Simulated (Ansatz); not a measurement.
The system is AlRu.

```
Ru Al
1.0
     2.99160    0.00000    0.00000
     0.00000    2.99160    0.00000
     0.00000    0.00000    2.99160
Ru Al
1 1
Cartesian
  1.4958 1.4958 1.4958
  0.0000 0.0000 0.0000
```

Base run:

```yaml
Program: Ansatz 0.2.0
Functional: LDA
Potentials_or_basis: all-electron LAPW, scalar-relativistic
Cutoff: 241 eV (chosen from the basis error)
Basis_error_allowed: 0.001 eV/atom
k_mesh: 9 × 9 × 9
Occupations: fermi-dirac, width 0.05 eV
Spin: no spin polarisation
```

Its results: pressure -8.2 GPa.

Q: The run is repeated on the same cell with these changes: functional from LDA to PBEsol. What comes out?

A: Pressure -3.4 GPa.

PBEsol binds less tightly than LDA, so the same cell stands under more pressure.
